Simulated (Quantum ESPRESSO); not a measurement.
# AlN/Al(1-x)Ga(x)N (10-10) interfaces, on the lattice of AlN: a series in the share x of Ga, part 3 of 9

Aim: how the results for AlN/Al(1-x)Ga(x)N (10-10) interfaces, on the lattice of AlN change with the share x of Ga.

Quantum ESPRESSO 7.5; plane-wave DFT, LDA, GBRV ultrasoft pseudopotentials.

So far. Step 2 (Variable-cell relaxation of the reference):  The last row is no step: it is a fresh SCF in the final cell with a new plane-wave basis, -1 meV from the row before.

## Step 5: Relaxing cell and ions, 0.25

What the set-up leaves free in this member is relaxed.

System of this step: Al(1-x)Ga(x)N, x = 1/4, ordered (10-10) cell. Symmetry: Pm, No. 6, monoclinic system. The conventional cell has a = 4.952 Å, b = 3.092 Å, c = 5.356 Å, α = 90.00°, β = 90.00°, γ = 90.00°. Nearest to Ga lie 4 N at 1.88 to 1.89 Å. Nearest to N lie 3 Al at 1.88 Å and 1 Ga at 1.89 Å. Nearest to Al lie 4 N at 1.88 to 1.89 Å. Nearest to N lie 2 Al at 1.88 to 1.89 Å and 2 Ga at 1.88 Å. Nearest to N lie 4 Al at 1.88 to 1.89 Å. Farther neighbours and most contacts between anions are not listed.

m0.relax.in

```
&control
  prefix = 'm0.relax'
  outdir = './out'
  pseudo_dir = './pseudo'
  nstep = 70
  forc_conv_thr = 0.0004
  calculation = 'vc-relax'
/
&system
  ibrav = 0
  nat = 8
  ntyp = 3
  ecutwfc = 48
  ecutrho = 240
  occupations = 'smearing'
  smearing = 'fd'
  degauss = 0.002
/
&electrons
  conv_thr = 1e-09
  mixing_beta = 0.4
  electron_maxstep = 120
/
&ions
/
&cell
  cell_dofree = 'z'
  press_conv_thr = 0.4
/
ATOMIC_SPECIES
  Ga  69.7230  ga_lda_v1.4.uspp.F.UPF
  N   14.0070  n_lda_v1.2.uspp.F.UPF
  Al  26.9815  al_lda_v1.uspp.F.UPF
CELL_PARAMETERS angstrom
  3.09241662500000 0.00000000000000 0.00000000000000
  0.00000000000000 4.95246770000012 0.00000000000000
  0.00000000000000 0.00000000000000 5.35621903900013
ATOMIC_POSITIONS crystal
  Ga  0.500000000000 0.500000000000 0.166666666700
  N   0.500000000000 0.882000000000 0.166666666700
  Al  0.000000000000 0.000000000000 0.333333333300
  N   0.000000000000 0.382000000000 0.333333333300
  Al  0.000000000000 0.500000000000 0.666666666700
  N   0.000000000000 0.882000000000 0.666666666700
  Al  0.500000000000 0.000000000000 0.833333333300
  N   0.500000000000 0.382000000000 0.833333333300
K_POINTS automatic
  5 3 3 0 0 0
```

Run with:

```bash
$ OMP_NUM_THREADS=1 mpirun -n 4 pw.x -nk 2 -in m0.relax.in > m0.relax.out
```

What it wrote:

```text
[banner, memory and clock lines left out]
Program PWSCF v.7.5 starts

          URL

     Message from routine setup:
     using ibrav=0 with symmetry is DISCOURAGED, use correct ibrav instead

     bravais-lattice index     =            0
     lattice parameter (alat)  =       5.8438  a.u.
     unit-cell volume          =     553.5726 (a.u.)^3
     number of atoms/cell      =            8
     number of atomic types    =            3
     number of electrons       =        48.00
     number of Kohn-Sham states=           29
     kinetic-energy cutoff     =      48.0000  Ry
     charge density cutoff     =     240.0000  Ry
     scf convergence threshold =      1.0E-09
     mixing beta               =       0.4000
     number of iterations used =            8  plain     mixing
     energy convergence thresh.=      1.0E-04
     force convergence thresh. =      4.0E-04
     press convergence thresh. =      4.0E-01
     Exchange-correlation= SLA  PZ   NOGX NOGC
                           (   1   1   0   0   0   0   0)
     nstep                     =           70

     celldm(1)=   5.843820  celldm(2)=   0.000000  celldm(3)=   0.000000
     celldm(4)=   0.000000  celldm(5)=   0.000000  celldm(6)=   0.000000

     crystal axes: (cart. coord. in units of alat)
               a(1) = (   1.000000   0.000000   0.000000 )
               a(2) = (   0.000000   1.601488   0.000000 )
               a(3) = (   0.000000   0.000000   1.732050 )

     reciprocal axes: (cart. coord. in units 2 pi/alat)
               b(1) = (  1.000000  0.000000  0.000000 )
               b(2) = (  0.000000  0.624419  0.000000 )
               b(3) = (  0.000000  0.000000  0.577351 )

     PseudoPot. # 1 for Ga read from file:
     ./pseudo/ga_lda_v1.4.uspp.F.UPF
     Pseudo is Ultrasoft + core correction, Zval = 19.0
     Generated by new atomic code, or converted to UPF format
     Using radial grid of  871 points,  6 beta functions with:
                l(1) =   0
                l(2) =   0
                l(3) =   1
                l(4) =   1
                l(5) =   2
                l(6) =   2
     Q(r) pseudized with  8 coefficients,  rinner =    1.250   1.250   1.250
                                                       1.250   1.250

     PseudoPot. # 2 for N  read from file:
     ./pseudo/n_lda_v1.2.uspp.F.UPF
     Pseudo is Ultrasoft + core correction, Zval =  5.0
     Generated by new atomic code, or converted to UPF format
     Using radial grid of  729 points,  4 beta functions with:
                l(1) =   0
                l(2) =   0
                l(3) =   1
                l(4) =   1
     Q(r) pseudized with  8 coefficients,  rinner =    0.900   0.900   0.900

     PseudoPot. # 3 for Al read from file:
     ./pseudo/al_lda_v1.uspp.F.UPF
     Pseudo is Ultrasoft + core correction, Zval =  3.0
     Generated by new atomic code, or converted to UPF format
     Using radial grid of  893 points,  3 beta functions with:
                l(1) =   0
                l(2) =   1
                l(3) =   2
     Q(r) pseudized with  8 coefficients,  rinner =    0.900   0.900   0.900
                                                       0.900   0.900

     atomic species   valence    mass     pseudopotential
     Ga               19.00    69.72300     Ga( 1.00)
     N                 5.00    14.00700     N ( 1.00)
     Al                3.00    26.98150     Al( 1.00)

      2 Sym. Ops. (no inversion) found

   Cartesian axes

     site n.     atom                  positions (alat units)
         1        Ga     tau(   1) = (   0.5000000   0.8007439   0.2886749  )
         2        N      tau(   2) = (   0.5000000   1.4125123   0.2886749  )
         3        Al     tau(   3) = (   0.0000000   0.0000000   0.5773499  )
         4        N      tau(   4) = (   0.0000000   0.6117684   0.5773499  )
         5        Al     tau(   5) = (   0.0000000   0.8007439   1.1546997  )
         6        N      tau(   6) = (   0.0000000   1.4125123   1.1546997  )
         7        Al     tau(   7) = (   0.5000000   0.0000000   1.4433747  )
         8        N      tau(   8) = (   0.5000000   0.6117684   1.4433747  )

     number of k points=    15  Fermi-Dirac smearing, width (Ry)=  0.0020
                       cart. coord. in units 2pi/alat
        k(    1) = (   0.0000000   0.0000000   0.0000000), wk =   0.0444444
        k(    2) = (   0.0000000   0.0000000   0.1924502), wk =   0.0888889
        k(    3) = (   0.0000000   0.2081398   0.0000000), wk =   0.0888889
        k(    4) = (   0.0000000   0.2081398   0.1924502), wk =   0.0888889
        k(    5) = (   0.2000000   0.0000000   0.0000000), wk =   0.0888889
        k(    6) = (   0.2000000   0.0000000   0.1924502), wk =   0.1777778
        k(    7) = (   0.2000000   0.2081398   0.0000000), wk =   0.1777778
        k(    8) = (   0.2000000   0.2081398   0.1924502), wk =   0.1777778
        k(    9) = (   0.4000000   0.0000000   0.0000000), wk =   0.0888889
        k(   10) = (   0.4000000   0.0000000   0.1924502), wk =   0.1777778
        k(   11) = (   0.4000000   0.2081398   0.0000000), wk =   0.1777778
        k(   12) = (   0.4000000   0.2081398   0.1924502), wk =   0.1777778
        k(   13) = (   0.0000000   0.2081398  -0.1924502), wk =   0.0888889
        k(   14) = (  -0.2000000   0.2081398  -0.1924502), wk =   0.1777778
        k(   15) = (  -0.4000000   0.2081398  -0.1924502), wk =   0.1777778

     Dense  grid:    34659 G-vectors     FFT dimensions: (  30,  48,  50)

     Smooth grid:    24861 G-vectors     FFT dimensions: (  25,  45,  45)

     Initial potential from superposition of free atoms

     starting charge      46.9934, renormalised to      48.0000
     Starting wfcs are   40 randomized atomic wfcs

     per-process dynamical memory:    31.8 Mb

     Self-consistent Calculation

     iteration #  1     ecut=    48.00 Ry     beta= 0.40
     Davidson diagonalization with overlap
     ethr =  1.00E-02,  avg # of iterations =  3.5

     total energy              =    -515.55354199 Ry
     estimated scf accuracy    <       2.92651202 Ry

     iteration #  2     ecut=    48.00 Ry     beta= 0.40
     Davidson diagonalization with overlap
     ethr =  6.10E-03,  avg # of iterations =  2.0

     total energy              =    -516.27624346 Ry
     estimated scf accuracy    <       0.10267574 Ry

     iteration #  3     ecut=    48.00 Ry     beta= 0.40
     Davidson diagonalization with overlap
     ethr =  2.14E-04,  avg # of iterations =  4.8

     total energy              =    -516.27406645 Ry
     estimated scf accuracy    <       0.02478817 Ry

[...]
Davidson diagonalization with overlap
     ethr =  9.28E-10,  avg # of iterations =  2.0

     total energy              =    -516.28184274 Ry
     estimated scf accuracy    <       0.00000003 Ry

     iteration # 10     ecut=    48.00 Ry     beta= 0.40
     Davidson diagonalization with overlap
     ethr =  7.09E-11,  avg # of iterations =  2.4

     total energy              =    -516.28184274 Ry
     estimated scf accuracy    <          6.0E-09 Ry

     iteration # 11     ecut=    48.00 Ry     beta= 0.40
     Davidson diagonalization with overlap
     ethr =  1.24E-11,  avg # of iterations =  3.1

     total energy              =    -516.28184274 Ry
     estimated scf accuracy    <          4.2E-10 Ry

     iteration # 12     ecut=    48.00 Ry     beta= 0.40
     Davidson diagonalization with overlap
     ethr =  8.67E-13,  avg # of iterations =  2.5

     total energy              =    -516.28184275 Ry
     estimated scf accuracy    <          9.2E-11 Ry

     iteration # 13     ecut=    48.00 Ry     beta= 0.40
     Davidson diagonalization with overlap
     ethr =  1.91E-13,  avg # of iterations =  2.0

     End of self-consistent calculation

          k = 0.0000 0.0000 0.0000 (  3143 PWs)   bands (ev):

   -83.6774 -83.6755 -83.6674  -7.3001  -5.8544  -5.8091  -4.7859  -4.7388
    -4.6402  -4.5466  -3.8212  -3.4602   1.6727   2.3190   3.6760   4.4851
     5.8759   6.1942   7.1648   7.2262   7.4505   8.0385   8.1830   8.2442
    12.0042  13.7221  14.2188  14.2604  16.0144

          k = 0.0000 0.0000 0.1907 (  3154 PWs)   bands (ev):

   -83.6774 -83.6756 -83.6674  -6.9694  -6.2060  -5.7238  -5.0965  -4.7394
    -4.6469  -4.5468  -3.8696  -3.3991   2.1148   3.1765   3.4563   4.6258
     5.6902   6.1537   6.6660   6.8306   7.1979   7.5769   8.0286   8.0664
    13.2894  14.2159  14.8937  15.2683  15.9585

          k = 0.0000 0.2081 0.0000 (  3136 PWs)   bands (ev):

   -83.6773 -83.6755 -83.6673  -6.9010  -6.0338  -5.7803  -5.0179  -4.7396
    -4.6529  -4.5480  -4.0672  -3.6261   1.8414   2.6493   3.3480   5.7927
     6.2120   6.3316   6.9774   7.0256   7.3435   7.4226   7.8531   7.9908
    12.8914  13.5371  13.9337  14.4752  16.8488

          k = 0.0000 0.2081 0.1907 (  3151 PWs)   bands (ev):

   -83.6774 -83.6756 -83.6674  -6.6162  -6.0590  -5.7383  -5.3087  -4.7401
    -4.6371  -4.5481  -4.2157  -3.8859   2.6560   3.3834   3.7965   5.3487
     5.6329   6.2180   6.4630   7.0211   7.1418   7.2510   7.4349   7.7430
    13.6355  14.0760  14.4821  15.4474  16.3256

          k = 0.2000 0.0000 0.0000 (  3151 PWs)   bands (ev):

   -83.6773 -83.6760 -83.6674  -6.9329  -5.8098  -5.6873  -4.8435  -4.6159
    -4.5937  -4.4830  -3.6989  -3.3176   2.1236   2.7056   3.8753   4.5606
     4.8926   5.8110   6.0426   6.1966   6.3062   7.0666   7.7930   8.0249
    13.3054  13.6915  15.3973  15.7161  16.8315

          k = 0.2000 0.0000 0.1907 (  3134 PWs)   bands (ev):

   -83.6773 -83.6759 -83.6673  -6.6476  -6.0210  -5.6469  -4.9980  -4.6465
    -4.6147  -4.5878  -3.7426  -3.2660   2.5430   3.4866   3.7781   4.0031
     4.7516   5.4798   5.6741   6.5061   6.7193   6.9902   7.6829   7.7713
    13.9970  14.5302  15.3741  15.6590  16.3553

          k = 0.2000 0.2081 0.0000 (  3130 PWs)   bands (ev):

   -83.6773 -83.6759 -83.6674  -6.5806  -5.8690  -5.6935  -4.9482  -4.6376
    -4.5988  -4.5813  -3.9552  -3.4476   2.2395   2.9686   3.5330   4.4677
     5.4380   5.5780   6.2626   6.5305   6.8808   7.1117   7.4460   7.5643
    13.8950  14.2578  15.3186  15.5264  16.3260

          k = 0.2000 0.2081 0.1907 (  3141 PWs)   bands (ev):

   -83.6773 -83.6760 -83.6674  -6.3545  -5.9229  -5.5949  -5.1401  -4.6429
    -4.6041  -4.5898  -4.0512  -3.6963   2.7550   3.3339   3.6432   4.8168
     5.2216   5.7017   5.7866   6.2083   6.6020   7.1574   7.4133   7.4733
    14.0973  14.6675  14.8179  15.3450  16.3600

          k = 0.4000 0.0000 0.0000 (  3123 PWs)   bands (ev):

   -83.6772 -83.6766 -83.6673  -6.1776  -5.7413  -5.4894  -4.7818  -4.6586
    -4.5867  -4.1662  -3.4431  -3.2131   2.9469   3.2473   3.7077   4.0471
     4.1254   4.3660   5.1152   5.7070   5.8395   5.9623   6.8715   7.2043
    13.3003  14.8268  15.2632  16.1444  16.4251

          k = 0.4000 0.0000 0.1907 (  3136 PWs)   bands (ev):

   -83.6773 -83.6766 -83.6674  -6.1142  -5.7157  -5.4866  -4.7817  -4.6420
    -4.5854  -4.2215  -3.5515  -3.1949   2.4151   2.8883   3.6509   3.9399
     4.3047   4.6659   5.1192   5.8857   6.2396   6.7559   6.9007   7.4558
    13.7271  13.9713  14.4562  14.6897  15.5578

          k = 0.4000 0.2081 0.0000 (  3123 PWs)   bands (ev):

   -83.6773 -83.6765 -83.6673  -6.0634  -5.6383  -5.4443  -4.7939  -4.6413
    -4.5878  -4.1618  -3.7522  -3.2835   2.4500   3.1769   3.2419   3.6932
     3.8887   4.9034   5.5111   5.7070   6.3586   6.6658   7.0796   7.4427
    14.4464  14.6538  14.8094  15.6536  16.2493

          k = 0.4000 0.2081 0.1907 (  3115 PWs)   bands (ev):

   -83.6773 -83.6765 -83.6673  -6.0368  -5.6127  -5.4010  -4.8057  -4.6408
    -4.5732  -4.1800  -3.7673  -3.3423   1.9716   2.5292   2.8774   3.3439
     5.0727   5.6007   6.0323   6.2265   6.3702   6.9296   7.1277   7.2569
    13.3333  13.5511  14.1021  14.6303  16.2947

          k = 0.0000 0.2081-0.1907 (  3151 PWs)   bands (ev):

   -83.6773 -83.6756 -83.6675  -6.6161  -6.0112  -5.8455  -5.2256  -4.7401
    -4.6405  -4.5481  -4.2162  -3.9096   2.7379   3.3166   3.7486   5.3415
     5.6503   6.2227   6.4707   7.0560   7.1811   7.2011   7.4290   7.7706
    13.4088  14.1219  14.6438  15.3991  16.3867

          k =-0.2000 0.2081-0.1907 (  3141 PWs)   bands (ev):

   -83.6773 -83.6760 -83.6674  -6.3670  -5.8573  -5.6863  -5.0734  -4.6637
    -4.6028  -4.5815  -4.0792  -3.6879   2.7769   3.3391   3.6424   4.7417
     5.2558   5.6689   5.7641   6.2410   6.6165   7.2589   7.3299   7.5012
    14.0702  14.6119  14.8796  15.3903  16.1534

          k =-0.4000 0.2081-0.1907 (  3115 PWs)   bands (ev):

   -83.6772 -83.6765 -83.6673  -6.0469  -5.5914  -5.4233  -4.7531  -4.6506
    -4.5888  -4.1844  -3.7809  -3.3436   1.9514   2.6035   2.9049   3.2565
     5.0845   5.5515   6.0584   6.2267   6.3487   6.9395   7.1543   7.2865
    13.1262  13.6346  14.2488  14.6013  16.2203

     the Fermi energy is    10.8041 ev

!    total energy              =    -516.28184275 Ry
     estimated scf accuracy    <          6.7E-12 Ry
     smearing contrib. (-TS)   =       0.00000000 Ry
     internal energy E=F+TS    =    -516.28184275 Ry

     The total energy is F=E-TS. E is the sum of the following terms:
     one-electron contribution =    -444.62473701 Ry
     hartree contribution      =     249.34682327 Ry
     xc contribution           =     -82.74052463 Ry
     ewald contribution        =    -238.26340438 Ry

     convergence has been achieved in  13 iterations

     Forces acting on atoms (cartesian axes, Ry/au):

     atom    1 type  1   force =     0.00000000    0.00015870    0.00012511
     atom    2 type  2   force =     0.00000000    0.00014222    0.00007533
     atom    3 type  3   force =     0.00000000    0.00018838   -0.00009317
     atom    4 type  2   force =     0.00000000   -0.00024308    0.00011864
     atom    5 type  3   force =     0.00000000    0.00000876   -0.00002353
     atom    6 type  2   force =     0.00000000    0.00017682   -0.00031170
     atom    7 type  3   force =     0.00000000   -0.00024082    0.00001876
     atom    8 type  2   force =     0.00000000   -0.00019098    0.00009056

     Total force =     0.000645     Total SCF correction =     0.000015

     Computing stress (Cartesian axis) and pressure

          total   stress  (Ry/bohr**3)                   (kbar)     P=       23.23
   0.00017297   0.00000000   0.00000000           25.45        0.00        0.00
   0.00000000   0.00030044   0.00000506            0.00       44.20        0.74
   0.00000000   0.00000506   0.00000041            0.00        0.74        0.06

     XML data file, charge density, pseudopotentials, collected wavefunctions

                                        0.00s GPU  (    2630 calls)
```

It took 50 s on 4 MPI ranks of Arm Neoverse V2, shared host; peak memory 0.37 GiB; 3.3 min of CPU time.

Relaxation path:

```
step  energy less that of the first step (eV)  largest force (eV/Å)  volume (Å³)
   1                                   0.0000                1.2044        82.03
   2                                  -0.0591                0.5362        82.62
   3                                  -0.0742                0.1240        82.77
   4                                  -0.0751                0.0535        82.78
   5                                  -0.0754                0.0235        82.77
   6                                  -0.0754                0.0162        82.77
   7                                  -0.0755                0.0111        82.77
   8                                  -0.0755                0.0091        82.77
   9                                  -0.0765                0.0092        82.77
```

```
     cell as run  before  after  change
           a (Å)   3.092  3.092  -0.0 %
           b (Å)   4.952  4.952  -0.0 %
           c (Å)   5.356  5.405  +0.9 %
volume (Å³/atom)   10.25  10.35  +0.9 %
```

The atoms that moved most (Å, as changes of fractional coordinates times the final cell):

```
atom     dx      dy      dz  length
  N4  0.000  -0.022   0.040   0.046
  N2  0.000   0.044  -0.007   0.045
  N8  0.000  -0.013  -0.032   0.035
 Al3  0.000  -0.003   0.010   0.010
  N6  0.000  -0.009  -0.001   0.010
 Al7  0.000  -0.003  -0.007   0.007
 Ga1  0.000   0.004  -0.005   0.007
```

 The last row is no step: it is a fresh SCF in the final cell with a new plane-wave basis, -1 meV from the row before.

Read from the output:

| Quantity | Value |
| --- | --- |
| free energy | -7024.3723 eV |
| Fermi energy | 10.80 eV |

(Continued in part 4 of 9.)

[Logs are printed without paths, hosts, clocks, repeated set-up lines and the standing remarks that a program may print on its own settings, such as how far it seeks lower states.]

[Hosts, paths, dates, database ids (printed as entryN), source tags and the programs' standing remarks are cut or masked in the printed files.]

[Maps of the electrostatic potential energy from Ansatz leave out the sawtooth potential of an applied field or a dipole correction, so their vacuum need not be flat; planar profiles and work functions include it.]
